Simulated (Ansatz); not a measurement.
# Pd: two-dimensional strain map

Level of theory: Ansatz, DFT PBE, scalar-relativistic, plane waves, PAW. Settings: plane waves to 420 eV, k-mesh 20×20×20 (Γ-centred), Gaussian smearing 0.15 eV. No spin polarisation. Energies are free energies at this smearing, counted from the undisturbed cell; pressure is positive in compression.

The undisturbed cell (as given, not relaxed at this level; it stands at 7.7 GPa):

```
Pd
1.0
     0.00000    1.94490    1.94490
     1.94490    0.00000    1.94490
     1.94490    1.94490    0.00000
Pd
1
Direct
  0.00000 0.00000 0.00000
```

The cell is strained by p along both x and y and by q along z, fractional coordinates fixed. Points are written (p, q).

Energy above the undisturbed cell in meV/atom (a dash: not computed):

```csv
p \ q,-0.080,-0.040,0.000,0.040,0.080
-0.080,940.8,655.5,452.4,315.2,232.9
-0.040,423.7,245.3,129.5,63.2,36.1
0.000,141.0,47.9,0.0,-11.5,5.3
0.040,20.8,-6.6,-1.6,28.9,78.9
0.080,13.6,35.4,80.0,141.7,216.3
```

Pressure in GPa:

```
 p \ q  -0.080  -0.040  0.000  0.040  0.080
-0.080   107.1    82.0   62.2   46.5   34.4
-0.040    60.7    42.8   28.9   18.2    9.9
 0.000    29.7    17.3    7.7    0.4   -5.1
 0.040     9.3     0.8   -5.6  -10.4  -13.8
 0.080    -4.0    -9.5  -13.6  -16.6  -18.6
```